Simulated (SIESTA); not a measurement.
Crystal: WS2.

```
CELL_PARAMETERS angstrom
1.57900 0.91164 6.16333
-1.57900 0.91164 6.16333
0.00000 -1.82327 6.16333
ATOMIC_POSITIONS crystal
W 0.00000 0.00000 0.00000
S 0.58100 0.58100 0.58100
S 0.75030 0.75030 0.75030
```

Measurements of this composition are mostly on another form, of space group No. 194.

Base run:

| Property | Result |
| --- | --- |
| Program | SIESTA 5.4.2 |
| Functional | vdW-DF-cx |
| Potentials or basis | PseudoDojo 0.4 standard (PBE files) |
| Basis | DZP (energy shift 0.003 Ry; two zetas on semicore shells) |
| Grid cutoff | 800 Ry |
| Energy shift | 0.003 Ry |
| k mesh | 10 × 10 × 10 |
| Occupations | fermi-dirac, width 0.05 eV |
| Spin | no spin polarisation |

Its results: band gap on the k mesh 1.11 eV, indirect (least direct gap 2.29 eV); pressure 4.3 GPa; largest force 0.973 eV/Å.

Problem. The run is repeated on the same cell with these changes: functional from vdW-DF-cx to BLYP. What comes out?

Solution. Band gap on the k mesh 1.15 eV, indirect (least direct gap 2.27 eV); pressure 15.5 GPa; largest force 1.367 eV/Å.

Caveats: short orbitals over semicore shells can move pressures by several GPa; the potentials were made for another functional, which shifts forces and pressure; spin-orbit coupling is left out, which moves the levels of the heavy elements; the basis of atomic orbitals isn't converged, which shifts pressures, moduli and gaps.

A k mesh can miss the band edges.
